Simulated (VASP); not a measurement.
# MnO (P-6m2) in VASP: further runs

The runs below take MnO through single point, with PBE+U, LDA+U.

Everything below comes from runs of VASP 6.6.1. Logs are shortened: lines on timing, memory, paths and dates and some standing lists are left out, and cuts for length are marked.

## 1. Starting point

Symmetry: P-6m2, No. 187, hexagonal system. Conventional cell: a = 2.969 Å, b = 2.969 Å, c = 2.898 Å, α = 90.00°, β = 90.00°, γ = 120.00°. Around Mn (site symmetry -6m2) lie 6 O at 2.24 Å. Around O (site symmetry -6m2) lie 6 Mn at 2.24 Å.

Measurements of this composition are mostly on another form, of space group No. 225.

## 2. Single point, PBE+U, non-collinear spin, random start, spin-orbit coupling

Input file INCAR:

```
SYSTEM = MnO
PREC = Accurate
ENCUT = 520
EDIFF = 1E-7
ISMEAR = 0
SIGMA = 0.05
LREAL = .FALSE.
LASPH = .TRUE.
NELM = 120
ALGO = Normal
ISIF = 2
LWAVE = .FALSE.
LCHARG = .FALSE.
LNONCOLLINEAR = .TRUE.
MAGMOM = 1.22 0.626 1.483 0 0 0
LORBIT = 11
LSORBIT = .TRUE.
GGA_COMPAT = .FALSE.
LORBMOM = .TRUE.
LMAXMIX = 4
LDAU = .TRUE.
LDAUTYPE = 2
LDAUL = 2 -1
LDAUU = 6 0
LDAUJ = 0 0
LDAUPRINT = 1
GGA = PE
NBANDS = 31
```

Input file KPOINTS:

```
regular mesh
0
G
  7 7 7
  0 0 0
```

Input file POSCAR:

```
MnO
1.0
    2.9694859100      0.0000000000      0.0000000000
   -1.4847429600      2.5716502300      0.0000000000
    0.0000000000      0.0000000000      2.8980711300
Mn O
1 1
Direct
    0.0000000000      0.0000000000      0.0000000000
    0.6666666667      0.3333333333      0.5000000000
```

Potentials or basis: VASP PAW PBE potentials, release 64 (Mn_pv, O).

Run with:

```sh
$ cat potpaw_PBE.64/Mn_pv/POTCAR potpaw_PBE.64/O/POTCAR > POTCAR
$ mpirun -np 1 vasp_ncl > vasp.out
```

OUTCAR:

```text
SYSTEM = MnO
   PREC = Accurate
   ENCUT = 520
   EDIFF = 1E-7
   ISMEAR = 0
   LREAL = .FALSE.
   LASPH = .TRUE.
   NELM = 120
   ISIF = 2
   LNONCOLLINEAR = .TRUE.
   LORBIT = 11
   LSORBIT = .TRUE.
   GGA = PE

 ion  position               nearest neighbor table
   1  0.000  0.000  0.000-   2 2.24   2 2.24   2 2.24   2 2.24   2 2.24   2 2.24
   2  0.667  0.333  0.500-   1 2.24   1 2.24   1 2.24   1 2.24   1 2.24   1 2.24

  LATTYP: Found a hexagonal cell.
 ALAT       =     2.9694859100
 C/A-ratio  =     0.9759504567

  Lattice vectors:

 A1 = (   2.9694859100,   0.0000000000,   0.0000000000)
 A2 = (  -1.4847429600,   2.5716502300,   0.0000000000)
 A3 = (   0.0000000000,   0.0000000000,   2.8980711300)

Analysis of symmetry for initial positions (statically):
=====================================================================
 Subroutine PRICEL returns:
 Original cell was already a primitive cell.

 Routine SETGRP: Setting up the symmetry group for a
 hexagonal supercell.

 Subroutine GETGRP returns: Found 12 space group operations
 (whereof 12 operations were pure point group operations)
 out of a pool of 24 trial point group operations.

The static configuration has the point symmetry D_3h.

Analysis of symmetry for dynamics (positions and initial velocities):
=====================================================================
 Subroutine PRICEL returns:
 Original cell was already a primitive cell.

 Routine SETGRP: Setting up the symmetry group for a
 hexagonal supercell.

 Subroutine GETGRP returns: Found 12 space group operations
 (whereof 12 operations were pure point group operations)
 out of a pool of 24 trial point group operations.

The dynamic configuration has the point symmetry D_3h.

Analysis of structural, dynamic, and magnetic symmetry:
=====================================================================
 Subroutine PRICEL returns:
 Original cell was already a primitive cell.

 Routine SETGRP: Setting up the symmetry group for a
 hexagonal supercell.

 Subroutine GETGRP returns: Found  1 space group operations
 (whereof  1 operations were pure point group operations)
 out of a pool of 24 trial point group operations.

The overall configuration has the point symmetry C_1 .

 Subroutine INISYM returns: Found  1 space group operations
 (whereof  1 operations are pure point group operations),
 and found     1 'primitive' translations

----------------------------------------------------------------------------------------

[... 1054 lines left out ...]
    total drift:                                0.000000     -0.000000     -0.000000

  FREE ENERGIE OF THE ION-ELECTRON SYSTEM (eV)
  ---------------------------------------------------
  free  energy   TOTEN  =       -14.5664325285 eV

  energy  without entropy=      -14.5664325285  energy(sigma->0) =      -14.56643253

 orbital moment (x)

 # of ion     p       d       tot
 ----------------------------------------
  1        -0.000   0.000  -0.000
  2        -0.000   0.000  -0.000
 ----------------------------------------
           -0.000   0.000  -0.000

 orbital moment (y)

 # of ion     p       d       tot
 ----------------------------------------
  1        -0.000   0.000  -0.000
  2        -0.000   0.000  -0.000
 ----------------------------------------
           -0.000   0.000  -0.000

 orbital moment (z)

 # of ion     p       d       tot
 ----------------------------------------
  1        -0.000  -0.000  -0.001
  2         0.000   0.000   0.000
 ----------------------------------------
           -0.000  -0.000  -0.001

 Spin-Orbit-Coupling matrix elements

 Ion:    1  E_soc:     -0.0271289
 l=   1
     0.0000000    -0.0035858    -0.0035999
    -0.0035858     0.0000000    -0.0035878
    -0.0035999    -0.0035878     0.0000000
 l=   2
     0.0000000    -0.0002464     0.0000000    -0.0001806    -0.0005254
    -0.0002464     0.0000000    -0.0005389    -0.0001361    -0.0001806
     0.0000000    -0.0005389     0.0000000    -0.0007365     0.0000000
    -0.0001806    -0.0001361    -0.0007365     0.0000000    -0.0002464
    -0.0005254    -0.0001806     0.0000000    -0.0002464     0.0000000
 l=   3
     0.0000000     0.0000000     0.0000000     0.0000000     0.0000000     0.0000000     0.0000000
     0.0000000     0.0000000     0.0000000     0.0000000     0.0000000     0.0000000     0.0000000
     0.0000000     0.0000000     0.0000000     0.0000000     0.0000000     0.0000000     0.0000000
     0.0000000     0.0000000     0.0000000     0.0000000     0.0000000     0.0000000     0.0000000
     0.0000000     0.0000000     0.0000000     0.0000000     0.0000000     0.0000000     0.0000000
     0.0000000     0.0000000     0.0000000     0.0000000     0.0000000     0.0000000     0.0000000
     0.0000000     0.0000000     0.0000000     0.0000000     0.0000000     0.0000000     0.0000000

 Ion:    2  E_soc:     -0.0001861
 l=   1
     0.0000000    -0.0000310    -0.0000346
    -0.0000310     0.0000000    -0.0000274
    -0.0000346    -0.0000274     0.0000000
 l=   2
     0.0000000     0.0000000     0.0000000     0.0000000     0.0000000
     0.0000000     0.0000000     0.0000000     0.0000000     0.0000000
     0.0000000     0.0000000     0.0000000     0.0000000     0.0000000
     0.0000000     0.0000000     0.0000000     0.0000000     0.0000000
     0.0000000     0.0000000     0.0000000     0.0000000     0.0000000
 l=   3
     0.0000000     0.0000000     0.0000000     0.0000000     0.0000000     0.0000000     0.0000000
     0.0000000     0.0000000     0.0000000     0.0000000     0.0000000     0.0000000     0.0000000
     0.0000000     0.0000000     0.0000000     0.0000000     0.0000000     0.0000000     0.0000000
     0.0000000     0.0000000     0.0000000     0.0000000     0.0000000     0.0000000     0.0000000
     0.0000000     0.0000000     0.0000000     0.0000000     0.0000000     0.0000000     0.0000000
     0.0000000     0.0000000     0.0000000     0.0000000     0.0000000     0.0000000     0.0000000
     0.0000000     0.0000000     0.0000000     0.0000000     0.0000000     0.0000000     0.0000000

 total charge

# of ion       s       p       d       tot
------------------------------------------
    1        0.216   6.191   4.939  11.346
    2        1.556   3.448   0.000   5.005
--------------------------------------------------
tot          1.772   9.639   4.939  16.351

 magnetization (x)

# of ion       s       p       d       tot
------------------------------------------
    1        0.019   0.022   2.776   2.818
    2        0.011   0.055   0.000   0.066
--------------------------------------------------
tot          0.031   0.077   2.776   2.884

 magnetization (y)

# of ion       s       p       d       tot
------------------------------------------
    1        0.010   0.011   1.424   1.446
    2        0.006   0.028   0.000   0.034
--------------------------------------------------
tot          0.016   0.040   1.424   1.480

 magnetization (z)

# of ion       s       p       d       tot
------------------------------------------
    1        0.024   0.027   3.375   3.425
    2        0.014   0.067   0.000   0.081
--------------------------------------------------
tot          0.037   0.094   3.375   3.506
```

It took 4.3 min on 1 thread of Intel Xeon 6975P-C (Granite Rapids), shared host; peak memory 0.44 GiB.

Results:

```yaml
Free_energy: -14.5664 eV
Pressure: 7.9 GPa
Net_moment: 5.00 μB per cell
Valence_electrons_inside_the_program's_atomic_spheres: Mn 11.35; O 5.00
```

Moments on the atoms (μB; x, y, z):
```
Mn  2.82 1.45 3.42
O   0.07 0.03 0.08
```

Caveat: a cell with one magnetic atom can't hold antiferromagnetic order, which such compounds often take.

## 3. Single point, LDA+U, collinear spin, ferromagnetic start

Input file INCAR:

```
SYSTEM = MnO
PREC = Accurate ; ENCUT = 520
EDIFF = 1E-6 ; ISMEAR = 0
SIGMA = 0.05 ; LREAL = .False.
LASPH = .True. ; NELM = 120
ALGO = Normal ; ISIF = 2
LWAVE = .False. ; LCHARG = .False.
ISPIN = 2 ; MAGMOM = 4 0
LORBIT = 11 ; LMAXMIX = 4
LDAU = .True. ; LDAUTYPE = 2
LDAUL = 2 -1 ; LDAUU = 6 0
LDAUJ = 0 0 ; LDAUPRINT = 1
NBANDS = 20
```

Input file KPOINTS:

```
regular mesh
0
Gamma
  7 7 7
  0 0 0
```

POSCAR is that of step 2.

Potentials or basis: VASP PAW LDA potentials, release 64 (Mn_pv, O).

Run with:

```sh
$ cat potpaw_LDA.64/Mn_pv/POTCAR potpaw_LDA.64/O/POTCAR > POTCAR
$ mpirun -np 1 vasp_std > vasp.out
```

Run time: 11 s. Hardware: 1 thread of Intel Xeon 6975P-C (Granite Rapids), shared host; peak memory 0.14 GiB.

It converged, with:

| Property | Result |
| --- | --- |
| Free energy | -15.5778 eV |
| Pressure | -4.6 GPa |
| Band gap on the k mesh | 0.49 eV, indirect (least direct gap 1.02 eV) |
| Net moment | 5.00 μB per cell |
| Site moments | Mn +4.63; O +0.13 μB |
| Valence electrons inside the program's atomic spheres | Mn 11.36; O 4.96 |

Stress tensor (GPa, compression positive):
```
  2.73   0.00   0.00
  0.00   2.73   0.00
  0.00   0.00 -19.24
```

Levels at points of the mesh, in eV from the valence-band top:
Spin up:
| k point | band 9 | band 10 | band 11 | band 12 | band 13 | band 14 | band 15 | band 16 |
| --- | --- | --- | --- | --- | --- | --- | --- | --- |
| (0.00, 0.00, 0.00) | -3.72 | -2.40 | -0.52 | -0.52 | 0.49 | 13.23 | 15.38 | 15.38 |
Spin down:
| k point | band 4 | band 5 | band 6 | band 7 | band 8 | band 9 | band 10 | band 11 |
| --- | --- | --- | --- | --- | --- | --- | --- | --- |
| (0.00, 0.00, 0.00) | -17.81 | -2.02 | -1.72 | -1.72 | 1.06 | 3.35 | 5.32 | 5.32 |

Eigenvalues of the final occupation matrices:
```tsv
site	spin	trace	eigenvalues
site 1 d	1	4.78	0.94 0.94 0.94 0.97 0.97
site 1 d	2	0.19	0.02 0.03 0.03 0.06 0.06
```

Caveat: an odd mesh through Γ misses points on the zone boundary, where band edges often lie; a cell with one magnetic atom can't hold antiferromagnetic order, which such compounds often take.

## 4. Single point, LDA+U, collinear spin, antiferromagnetic start

This run uses another cell than the first one: it holds 4 atoms, not 2.

Input file INCAR:

```
SYSTEM = MnO
PREC     = Accurate       ! precision mode
ENCUT    = 520            ! plane-wave cutoff, eV
EDIFF    = 1E-6           ! SCF threshold, eV
ISMEAR   = 0              ! smearing method
SIGMA    = 0.05           ! smearing width, eV
LREAL    = .FALSE.        ! projectors in reciprocal space
LASPH    = .TRUE.         ! aspherical terms in the spheres
NELM     = 120            ! most SCF steps
ALGO     = Normal         ! electronic algorithm
ISIF     = 2              ! what is computed and relaxed
LWAVE    = .FALSE.        ! write WAVECAR
LCHARG   = .FALSE.        ! write CHGCAR
ISPIN    = 2              ! spin polarisation
MAGMOM   = 4 -4 0 0       ! initial moments
LORBIT   = 11             ! projections on sites
LMAXMIX  = 4              ! l up to which the mixer works
LDAU     = .TRUE.         ! DFT+U
LDAUTYPE = 2            
LDAUL    = 2 -1           ! shell
LDAUU    = 6 0            ! U, eV
LDAUJ    = 0 0          
LDAUPRINT= 1            
NBANDS   = 31             ! bands
```

Input file KPOINTS:

```
Automatic mesh
0
G
  6 4 7
  0 0 0
```

Input file POSCAR:

```
MnO
1.0
    1.4847429500      2.5716502300      0.0000000000
   -4.4542288700      2.5716502300      0.0000000000
    0.0000000000      0.0000000000      2.8980711300
Mn O
2 2
Direct
    0.0000000000      0.0000000000      0.0000000000
    0.5000000000      0.5000000000      0.0000000000
    0.5000000000      0.8333333333      0.5000000000
    0.0000000000      0.3333333333      0.5000000000
```

Run with:

```sh
$ cat potpaw_LDA.64/Mn_pv/POTCAR potpaw_LDA.64/O/POTCAR > POTCAR
$ mpirun -np 1 vasp_std > vasp.out
```

It took 44 s on 1 thread of Intel Xeon 6975P-C (Granite Rapids), shared host; peak memory 0.21 GiB.

The run converged. Its results:

- Free energy: -31.3671 eV
- Pressure: -7.9 GPa
- Largest force: 0.011 eV/Å
- Band gap on the k mesh: 1.04 eV
- Net moment: 0.00 μB per cell
- Site moments: Mn +4.57, -4.57; O +0.04, -0.04 μB
- Valence electrons inside the program's atomic spheres: Mn 11.36; O 4.96

Forces on the atoms (eV/Å):
```
Mn  -0.009  0.005  0.000
Mn  -0.009  0.005  0.000
O    0.009 -0.005  0.000
O    0.009 -0.005  0.000
```

Stress tensor (GPa, compression positive):
```
 -1.98   1.12   0.00
  1.12  -0.69   0.00
  0.00   0.00 -21.03
```

Levels at points of the mesh, in eV from the valence-band top:
Spin up:
```
           k point  band 17  band 18  band 19  band 20  band 21  band 22
(0.00, 0.00, 0.00)    -0.96    -0.81    -0.74     1.04     3.38     5.04
(0.50, 0.00, 0.00)    -2.14    -1.46    -0.43     3.63     4.12     5.56
(0.00, 0.50, 0.00)    -1.88    -0.90    -0.73     2.32     3.62     4.52
(0.50, 0.50, 0.00)    -1.84    -1.36    -0.41     3.76     4.31     5.72
```
Spin down:
```csv
k point,band 17,band 18,band 19,band 20,band 21,band 22
"(0.00, 0.00, 0.00)",-0.96,-0.81,-0.74,1.04,3.38,5.04
"(0.50, 0.00, 0.00)",-2.14,-1.46,-0.43,3.63,4.12,5.56
"(0.00, 0.50, 0.00)",-1.88,-0.90,-0.73,2.32,3.62,4.52
"(0.50, 0.50, 0.00)",-1.84,-1.36,-0.41,3.76,4.31,5.72
```

Eigenvalues of the final occupation matrices:
```
    site  spin  trace               eigenvalues
site 1 d     1   4.75  0.93 0.94 0.94 0.97 0.97
site 1 d     2   0.21  0.02 0.03 0.03 0.06 0.06
site 2 d     1   0.21  0.02 0.03 0.03 0.06 0.06
site 2 d     2   4.75  0.93 0.94 0.94 0.97 0.97
```

Caveat: an odd mesh through Γ misses points on the zone boundary, where band edges often lie.

## 5. Summary

| level | potentials or basis | spin | k mesh | supercell matrix | gap on the mesh (eV) | pressure (GPa) | moment (μB) |
| --- | --- | --- | --- | --- | --- | --- | --- |
| PBE+U | VASP PAW PBE potentials, release 64 (Mn_pv, O) | non-collinear, random start, SOC | 7 × 7 × 7 | - | - | 7.9 | 5.00 |
| LDA+U | VASP PAW LDA potentials, release 64 (Mn_pv, O) | collinear, ferromagnetic start | 7 × 7 × 7 | - | 0.49 | -4.6 | 5.00 |
| LDA+U | VASP PAW LDA potentials, release 64 (Mn_pv, O) | collinear, antiferromagnetic start | 6 × 4 × 7 | [1, 1, 0, -1, 1, 0, 0, 0, 1] | 1.04 | -7.9 | 0.00 |

Alike in all rows: task single point; Mn d U = 6 eV; cell as given; cutoff (eV) 520; smearing gaussian 0.05 eV.

Caveats: a cell with one magnetic atom can't hold antiferromagnetic order, which such compounds often take (some runs); an odd mesh through Γ misses points on the zone boundary, where band edges often lie (some runs).

Total energies depend on the potentials used, so only differences within one code and one set of settings carry meaning.
